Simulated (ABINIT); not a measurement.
**ZnSe (Stilleite): single point with PBE**

**The experiment to reproduce.**

“Alloy Disordering Effects on the Thermal Conductivity and Energy Gap Temperature Dependence of Cd1−xZnxSe Ternary Crystals Grown by the Bridgman Method”, 2023, pmc:10253836 reports, for a bulk crystal of ZnSe at 300 K: band gap 2.695 ± 0.003 eV (an exciton energy, a little under the gap).

The system is ZnSe (Stilleite).

```
Se Zn
1.0
     0.00000    2.83380    2.83380
     2.83380    0.00000    2.83380
     2.83380    2.83380    0.00000
Se Zn
1 1
Direct
  0.75000 0.75000 0.75000
  0.00000 0.00000 0.00000
```

```yaml
Program: ABINIT 10.8.3 (patched build)
Task: single point
Functional: PBE
Potentials_or_basis: SG15 NC PBE v1.2
Cutoff: 1061 eV
k_mesh: 6 × 6 × 6
Occupations: fermi-dirac, width 0.05 eV
Spin: no spin polarisation
```

The pressure is 2.1 GPa. The band gap on the k mesh is 1.27 eV, direct. The valence electrons inside the program's atomic spheres are Se 3.28; Zn 18.13.

Levels at points of the mesh, in eV from the valence-band top:
```tsv
k point	band 11	band 12	band 13	band 14	band 15	band 16
(0.00, 0.00, 0.00)	0.00	0.00	0.00	1.27	5.80	5.80
(0.50, 0.00, 0.00)	-5.23	-0.87	-0.87	2.53	6.38	6.38
(0.50, 0.50, 0.00)	-4.75	-2.18	-2.18	2.98	3.45	10.73
```

Wall time 12 s on 4 MPI ranks on Arm Neoverse V1, with other jobs on the host, peak memory 0.32 GiB a rank.

Measured gap of ZnSe: 2.695 eV (an exciton energy, a little under the gap; 300 K; “Alloy Disordering Effects on the Thermal Conductivity and Energy Gap Temperature Dependence of Cd1−xZnxSe Ternary Crystals Grown by the Bridgman Method”, 2023, pmc:10253836). This calculation gives 1.27 eV (-1.42 eV). So large a miss can be the level of theory's own, or it may mean another phase, state or a wrong row. Spin-orbit coupling on Se is left out. The value is that of PBE, without temperature or zero-point motion. Semilocal functionals fall short of measured gaps as a rule.
